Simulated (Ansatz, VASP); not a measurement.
**CdF2 in VASP and in Ansatz**

```
Cd F
1.0
     0.00000    2.68499    2.68499
     2.68499    0.00000    2.68499
     2.68499    2.68499    0.00000
Cd F
1 2
Direct
  0.00000 0.00000 0.00000
  0.25000 0.25000 0.25000
  0.75000 0.75000 0.75000
```

Change from the starting cell: volume scaled by 0.99.

Alike in both runs: task single point; functional LDA; k mesh 8 × 8 × 8; occupations fermi-dirac, width 0.02 eV; no spin polarisation.

|  | VASP | Ansatz |
| --- | --- | --- |
| version | VASP 6.6.1 | Ansatz 0.2.0 |
| potentials or method | VASP PAW LDA potentials, release 64 (Cd, F), cutoff 520 eV | all-electron LAPW, scalar-relativistic |

|  | VASP | Ansatz | Ansatz less VASP |
| --- | --- | --- | --- |
| gap on the k mesh at the Fermi level (eV) | 2.83 | 2.83 | -0.001 |
| pressure (GPa) | -3.7 | -4.7 | -1.00 |

Ansatz ran all-electron here, so the differences hold the error of VASP's frozen core and of both bases.

A k mesh can miss the band edges.
